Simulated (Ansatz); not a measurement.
Runs of Ansatz 0.2.0 on Ge. It takes space group I4_1/amd (No. 141, tetragonal). The conventional cell has a = 5.149 Å, b = 5.149 Å, c = 2.795 Å, α = 90.00°, β = 90.00°, γ = 90.00°. Ge (site symmetry -4m2) is surrounded by 6 Ge at 2.67 to 2.79 Å. This isn't the form of Ge at room conditions, which is diamond.

```tsv
task	level	cell	k mesh	smearing	points for each segment of the path	mesh quality	gap on the mesh (eV)	pressure (GPa)	relaxed volume (Å³/atom)
single point	PBE	as given	11 × 11 × 11	gaussian 0.027 eV	-	not flagged	none	3.2	-
relaxation of cell and atoms	revPBE+D3(BJ)	relaxed	11 × 11 × 11	fermi-dirac 0.05 eV	-	not flagged	-	0.0	18.18
relaxation of cell and atoms	revPBE+D4	relaxed	11 × 11 × 11	fermi-dirac 0.05 eV	-	not flagged	-	0.0	18.32
band structure	revPBE	as given	11 × 11 × 11	fermi-dirac 0.05 eV	14	not flagged	none	(a)	-
relaxation of cell and atoms	RPBE	relaxed	11 × 11 × 11	fermi-dirac 0.05 eV	-	not flagged	none	0.0	19.81
band structure	HSE06	as given	6 × 6 × 6	fermi-dirac 0.05 eV	4	coarse	none	0.0	-
single point	PBE	as given	11 × 11 × 11	gaussian 0.025 eV	-	not flagged	none	3.2	-
relaxation of cell and atoms	PBEsol+D3(BJ)	relaxed	11 × 11 × 11	fermi-dirac 0.05 eV	-	not flagged	-	0.0	(b)
```

Alike in all rows: potentials or basis Ansatz PAW; no spin polarisation; cutoff (eV) 420.

**Question.** Fill in the values left out.

**Answer.** (a) 4.5; (b) 17.68.

Caveats: some runs use coarse meshes; the PAW data sets come from PBE, with cores solved anew for the run's functional, which leaves a small shift of forces and pressure (some runs); the plane-wave basis is chosen anew once the cell has moved, so the energies of steps on either side of that aren't comparable (some runs); the thresholds are loose for stress (some runs).

A k mesh can miss the band edges, and the runs leave out spin-orbit coupling on Ge.

A gap of «none» marks a metal or a gap under the smearing width.
